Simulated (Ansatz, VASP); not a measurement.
**One calculation of TiC, two programs**

Contents of POSCAR:

```
TiC
1.0
    3.0420900000      0.0000000000      0.0000000000
   -1.5210400000      2.6345200000      0.0000000000
    0.0000000000      0.0000000000      2.6979700000
Ti C
1 1
Direct
    0.0000000000      0.0000000000      0.5000000000
    0.3333300000      0.6666700000      0.0000000000
```

File INCAR.step1:

```
SYSTEM = TiC
PREC     = Accurate       ! precision mode
ENCUT    = 520            ! plane-wave cutoff, eV
EDIFF    = 1E-5           ! SCF threshold, eV
ISMEAR   = -1             ! smearing method
SIGMA    = 0.05           ! smearing width, eV
LREAL    = .FALSE.        ! projectors in reciprocal space
LASPH    = .TRUE.         ! aspherical terms in the spheres
NELM     = 100            ! most SCF steps
ALGO     = Normal         ! electronic algorithm
ISIF     = 2              ! what is computed and relaxed
LWAVE    = .TRUE.         ! write WAVECAR
LCHARG   = .FALSE.        ! write CHGCAR
LMAXMIX  = 4              ! l up to which the mixer works
GGA      = PE             ! functional
```

The input INCAR.step2:

```
SYSTEM = TiC
PREC     = Accurate       ! precision mode
ENCUT    = 520            ! plane-wave cutoff, eV
EDIFF    = 1E-7           ! SCF threshold, eV
ISMEAR   = -1             ! smearing method
SIGMA    = 0.05           ! smearing width, eV
LREAL    = .FALSE.        ! projectors in reciprocal space
LASPH    = .TRUE.         ! aspherical terms in the spheres
NELM     = 100            ! most SCF steps
ALGO     = Normal         ! electronic algorithm
ISIF     = 2              ! what is computed and relaxed
LWAVE    = .FALSE.        ! write WAVECAR
LCHARG   = .FALSE.        ! write CHGCAR
LMAXMIX  = 4              ! l up to which the mixer works
GGA      = PS             ! functional
LHFCALC  = .TRUE.         ! exact exchange
HFSCREEN = 0.2            ! screening, 1/A
PRECFOCK = Normal       
ISTART   = 1
```

File KPOINTS:

```
Automatic mesh
0
G
  5 5 5
  0 0 0
```

File KPOINTS_OPT:

```
path GMKGALHA,LM,KH
8
line-mode
reciprocal
 0.0000000000  0.0000000000  0.0000000000  G
 0.5000000000  0.0000000000  0.0000000000  M

 0.5000000000  0.0000000000  0.0000000000  M
 0.3333333333  0.3333333333  0.0000000000  K

 0.3333333333  0.3333333333  0.0000000000  K
 0.0000000000  0.0000000000  0.0000000000  G

 0.0000000000  0.0000000000  0.0000000000  G
 0.0000000000  0.0000000000  0.5000000000  A

 0.0000000000  0.0000000000  0.5000000000  A
 0.5000000000  0.0000000000  0.5000000000  L

 0.5000000000  0.0000000000  0.5000000000  L
 0.3333333333  0.3333333333  0.5000000000  H

 0.3333333333  0.3333333333  0.5000000000  H
 0.0000000000  0.0000000000  0.5000000000  A

 0.5000000000  0.0000000000  0.5000000000  L
 0.5000000000  0.0000000000  0.0000000000  M

 0.3333333333  0.3333333333  0.0000000000  K
 0.3333333333  0.3333333333  0.5000000000  H
```

File input.yaml:

```yaml
crystal:
  lattice:
    - [3.04209, 0.0, 0.0]
    - [-1.52104, 2.63452, 0.0]
    - [0.0, 0.0, 2.69797]
  atoms:
    - { symbol: Ti, position: [0.0, 0.0, 0.5] }
    - { symbol: C, position: [0.33333, 0.66667, 0.0] }
hamiltonian:
  xc:
    exchange: hjs_pbesol
    correlation: pbesol
    exx: { coeff: 0.25, omega: 0.207 }
  pseudopotentials: { kind: paw }
kpoints:
  mp_grid: { grid: [5, 5, 5] }
  band_path:
    path:
      - [[0.0, 0.0, 0.0], [0.5, 0.0, 0.0], [0.3333333333, 0.3333333333, 0.0], [0.0, 0.0, 0.0], [0.0, 0.0, 0.5], [0.5, 0.0, 0.5], [0.3333333333, 0.3333333333, 0.5], [0.0, 0.0, 0.5]]
      - [[0.5, 0.0, 0.5], [0.5, 0.0, 0.0]]
      - [[0.3333333333, 0.3333333333, 0.0], [0.3333333333, 0.3333333333, 0.5]]
    npoints: 4
scf:
  occupations: { method: fermi_dirac, width: 0.05 }
  n_extra_bands: 6
output:
  forces: true
  stress: true
  eigenvalues: true
  fatbands: false
```

The cell was built by a generator and needn't be a form met in nature.

Alike in both runs: task band structure; functional HSEsol; k mesh 5 × 5 × 5; occupations fermi-dirac, width 0.05 eV; no spin polarisation.

|  | VASP | Ansatz |
| --- | --- | --- |
| version | VASP 6.6.1 | Ansatz 0.2.0 |
| potentials or method | VASP PAW PBE potentials, release 64 (Ti_sv, C) | Ansatz PAW |
| plane-wave cutoff (eV) | 520 | 420 |
| valence electrons in the cell | 16 | 16 |

VASP gave:

```
gap on the k mesh at the Fermi level (eV)       : none
pressure (GPa)                                  : -9.1
largest component of the traceless stress (GPa) : 6.28
```

Q: Estimate Ansatz's values.

A: gap on the k mesh at the Fermi level (eV): none; pressure (GPa): -9.1; largest component of the traceless stress (GPa): 6.20.

A gap of «none» marks a metal or a gap that the smearing closes.

Caveats: the k mesh is coarse (spacing up to 0.48 Å⁻¹), so the values aren't converged, least of all with exact exchange; the PAW data sets were made with another functional, which shifts forces and pressure a little (VASP); the PAW data sets come from PBE, with cores solved anew for the run's functional, which leaves a small shift of forces and pressure (Ansatz); the thresholds are loose for stress (Ansatz).
